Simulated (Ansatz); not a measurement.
`OCCOCCO` + H₂O → `OCCO` + `OCCO`  (formal hydrolysis of a C–O bond)

Program: Ansatz. Geometries: PBE0-D4/def2-TZVP. ΔE: electronic, gas phase. CCSD(T)/CBS adds triple-zeta CCSD(T) − MP2 to the extrapolated MP2 energy (def2 sets, frozen cores). This one scheme is used for every species. Functionals use def2-TZVPP. B3LYP here is the variant with VWN-RPA as its local correlation; programs differ in this. One conformer a species, not always the lowest.

Q: Is it downhill or uphill in electronic energy at CCSD(T)/CBS, and by how much? (An estimate is asked.)

A: Ansatz gave: Uphill: ΔE = +12.1 kJ/mol.

Q: What do these levels give: r2SCAN-D4, B3LYP-D4, PBE, r2SCAN, MP2/def2-QZVPP, SCS-MP2/def2-QZVPP? (An estimate is asked.)

A: Computed: r2SCAN-D4 5.0, B3LYP-D4 7.2, PBE -0.3, r2SCAN 3.4, MP2/def2-QZVPP 13.6, SCS-MP2/def2-QZVPP 12.1 kJ/mol.

Largest T1 diagnostic among the species: 0.010.

The D4 term adds +4.5 kJ/mol with B3LYP and +3.1 kJ/mol with PBE0; it sums over pairs of atoms, weighted by their polarisabilities, and B3LYP, whose exchange is more repulsive, gets the larger term.
